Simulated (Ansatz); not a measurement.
# EuO under changes of volume

One of the cells (17.013 Å³/atom); the others are scaled copies at fixed shape and fractional positions:

```xyz
2
Lattice="0.0000 2.5720 2.5720 2.5720 0.0000 2.5720 2.5720 2.5720 0.0000" Properties=species:S:1:pos:R:3 pbc="T T T"
Eu    0.0000    0.0000    0.0000
O     2.5720    2.5720    2.5720
```

- Program: Ansatz 0.2.0
- Functional: PBE0
- Potentials or basis: Ansatz PAW
- Cutoff: 420 eV (not typed: the program's choice for these potentials)
- k mesh: 6 × 6 × 6
- Occupations: fermi-dirac, width 0.05 eV
- Spin: collinear spin, ferromagnetic start
- Starting moments: [7.0, 0.0] μB

```tsv
volume (Å³/atom)	energy over the lowest point (meV/atom)	pressure (GPa)	gap on the mesh (eV)
15.992	13.04	5.4	0.58
16.333	4.16	3.0	0.72
16.673	0.00	0.9	0.85
17.013	0.03	-1.0	0.97
17.354	3.99	-2.7	1.09
17.694	11.36	-4.2	1.20
18.034	?	?	?
```

Task: What does the run at 18.034 Å³/atom give?

Result: Energy over the lowest point 21.68 meV/atom; pressure -5.6 GPa; gap on the mesh 1.31 eV.

Worked out: A Birch-Murnaghan fit of order 3 (a polynomial in V^(-2/3)) to the other rows has its minimum at 16.84 Å³/atom with B0 = V·E''(V) = 94 GPa and B' = 3.9. It gives 21.91 meV/atom at 18.034 Å³/atom, against the run's 21.68, and -dE/dV = -5.7 GPa, against -5.6. A straight line through the other rows of the gap, of slope 6.12 eV per unit of ln V, extrapolates to 1.32 eV, against the run's 1.31.

Energies are extrapolated to zero smearing.

Caveats: the magnetic or orbital state may not be the lowest; spin-orbit coupling is left out, which moves the levels of the heavy elements; a cell with one magnetic atom can't hold antiferromagnetic order, which such compounds often take; the PAW data sets come from PBE, with cores solved anew for the run's functional, which leaves a small shift of forces and pressure; the thresholds are loose for stress.

A mesh can miss the band edges.
